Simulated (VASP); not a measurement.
The system is KI.

```xyz
16
Lattice="0.0000 7.0655 7.0655 7.0655 0.0000 7.0655 7.0655 7.0655 0.0000" Properties=species:S:1:pos:R:3 pbc="T T T"
K     0.0000    0.0000    0.0000
K     3.5328    3.5328    0.0000
K     3.5328    0.0000    3.5328
K     7.0655    3.5328    3.5328
K     0.0000    3.5328    3.5328
K     3.5328    7.0655    3.5328
K     3.5328    3.5328    7.0655
K     7.0655    7.0655    7.0655
I     3.5328    3.5328    3.5328
I     7.0655    7.0655    3.5328
I     7.0655    3.5328    7.0655
I    10.5983    7.0655    7.0655
I     3.5328    7.0655    7.0655
I     7.0655   10.5983    7.0655
I     7.0655    7.0655   10.5983
I    10.5983   10.5983   10.5983
```

| Item | Value |
| --- | --- |
| Program | VASP 6.6.1 |
| Task | phonon dispersion |
| Functional | PBEsol |
| Potentials or basis | VASP PAW PBE potentials, release 64 (K_sv, I) |
| Cutoff | 520 eV |
| k mesh | 2 × 2 × 2 |
| Occupations | gaussian, width 0.03 eV |
| Spin | no spin polarisation |
| Long-range dipole term | yes |
| Supercell matrix | [2, 0, 0, 0, 2, 0, 0, 0, 2] |
| Further INCAR settings | LREAL = Auto; ALGO = Fast; EDIFF = 1e-07; IBRION = 6; POTIM = 0.015; NSW = 1 |

**Question.** Is this structure dynamically stable at this level, and how far does the spectrum reach?

**Answer.** Yes, as far as this q mesh shows: no mode on the path is imaginary. The highest frequency is 128 cm⁻¹.

Phonon frequencies at the corners of the path (cm⁻¹, interpolated; i marks imaginary ones):
| point | frequencies |
| --- | --- |
| Γ | 0 0 0 90 90 128 |
| X | 19 19 41 90 90 95 |
| W | 32 32 47 84 94 94 |
| K | 30 36 43 84 95 96 |
| L | 44 44 59 76 76 119 |
| U | 30 36 43 84 95 96 |

A q mesh this small can miss soft modes between its points.

Caveat: the k mesh is coarse (spacing up to 0.39 Å⁻¹), so the values aren't converged.
